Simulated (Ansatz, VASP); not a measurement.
# One calculation of BaTiO3, two programs

```xyz
5
Lattice="4.0060 0.0000 0.0000 0.0000 4.0060 0.0000 0.0000 0.0000 4.0060" Properties=species:S:1:pos:R:3 pbc="T T T"
Ba    2.0030    2.0030    2.0030
Ti    0.0000    0.0000    0.0000
O     2.0030    0.0000    0.0000
O     0.0000    2.0030    0.0000
O     0.0000    0.0000    2.0030
```

Alike in both runs: task single point; functional PBE; k mesh 6 × 6 × 6; no spin polarisation; Hubbard terms Ti d U = 1.0 eV.

|  | VASP | Ansatz |
| --- | --- | --- |
| version | VASP 6.6.1 | Ansatz 0.2.0 |
| potentials or method | VASP PAW PBE potentials, release 64 (Ba_sv, Ti_sv, O) | plane waves, PAW |
| plane-wave cutoff (eV) | 520 | 420 |
| occupations | methfessel-paxton of order 1, width 0.05 eV | cold, width 0.05 eV |
| valence electrons in the cell | 40 | 40 |

```tsv
	VASP	Ansatz	Ansatz less VASP
gap on the k mesh at the Fermi level (eV)	1.85	1.90	+0.057
```

The programs project onto different local orbitals, so the same U acts differently.

Caveats: spin-orbit coupling is left out, which moves the levels of the heavy elements. A k mesh can miss the band edges.
